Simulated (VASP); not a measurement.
Al2O3: band structure with TPSS

Al2O3:

```xyz
5
Lattice="3.0175 0.0000 0.0000 -1.5087 2.6132 0.0000 0.0000 0.0000 7.5746" Properties=species:S:1:pos:R:3 pbc="T T T"
Al    0.0000    0.0000    5.4693
Al    0.0000    0.0000    2.1054
O     0.0000    0.0000    3.7873
O     1.5087    0.8711    6.0638
O     0.0000    1.7421    1.5108
```

Measurements of this composition are mostly on another form, of space group No. 167.

* Program: VASP 6.6.1
* Task: band structure
* Functional: TPSS
* Potentials or basis: VASP PAW PBE potentials, release 64 (Al, O)
* Cutoff: 520 eV
* k mesh: 7 × 7 × 3
* Occupations: fermi-dirac, width 0.05 eV
* Spin: no spin polarisation
* Further INCAR settings: ALGO = Normal; EDIFF = 1e-06

```yaml
Pressure: -2.4 GPa
Largest_force: 0.167 eV/Å
Band_gap_on_the_k_mesh: 2.44 eV, direct
Band_gap_along_the_path: 2.44 eV, direct
```

Forces in eV/Å, atoms in the order of the input:
```
Al   0.000  0.000 -0.167
Al   0.000  0.000  0.167
O    0.000  0.000  0.000
O    0.000  0.000 -0.157
O    0.000  0.000  0.157
```

Stress tensor (GPa, compression positive):
```
-2.82  0.00  0.00
 0.00 -2.82  0.00
 0.00  0.00 -1.63
```

Levels at the corners of the path, in eV from the valence-band top:
```tsv
point	band 8	band 9	band 10	band 11	band 12	band 13	band 14	band 15	band 16
Γ	-3.77	-3.77	-2.39	0.00	0.00	2.44	4.43	7.52	10.75
M	-4.35	-3.61	-3.15	-1.79	-0.49	4.70	6.34	8.45	9.28
M	-4.35	-3.61	-3.15	-1.79	-0.49	4.70	6.34	8.45	9.28
K	-3.61	-3.53	-3.53	-1.44	-1.44	6.80	6.80	8.05	10.60
K	-3.61	-3.53	-3.53	-1.44	-1.44	6.80	6.80	8.05	10.60
Γ	-3.77	-3.77	-2.39	0.00	0.00	2.44	4.43	7.52	10.73
Γ	-3.77	-3.77	-2.39	0.00	0.00	2.44	4.43	7.52	10.71
A	-3.77	-3.72	-3.13	0.00	0.00	3.42	3.44	8.26	9.00
A	-3.77	-3.72	-3.13	0.00	0.00	3.42	3.44	8.26	9.00
L	-4.40	-3.50	-3.37	-1.72	-0.49	5.11	5.78	8.39	8.94
L	-4.40	-3.50	-3.37	-1.72	-0.49	5.11	5.78	8.39	8.94
H	-3.66	-3.47	-3.47	-1.51	-1.51	6.81	6.81	8.07	10.43
H	-3.66	-3.47	-3.47	-1.51	-1.51	6.81	6.81	8.07	10.43
A	-3.77	-3.72	-3.13	0.00	0.00	3.42	3.44	8.26	9.00
L	-4.40	-3.50	-3.37	-1.72	-0.49	5.11	5.78	8.39	8.94
M	-4.35	-3.61	-3.15	-1.79	-0.49	4.70	6.34	8.45	9.28
K	-3.61	-3.53	-3.53	-1.44	-1.44	6.80	6.80	8.05	10.60
H	-3.66	-3.47	-3.47	-1.51	-1.51	6.81	6.81	8.07	10.43
```

Run time: 3.4 min on 1 thread of Intel(R) Xeon(R) Platinum 8488C (Sapphire Rapids) (shared host), peak memory 0.18 GiB.

Caveat: the PAW data sets were made with another functional, which shifts forces and pressure a little. TPSS opens gaps a little over a GGA but as a rule still falls short of measured ones.
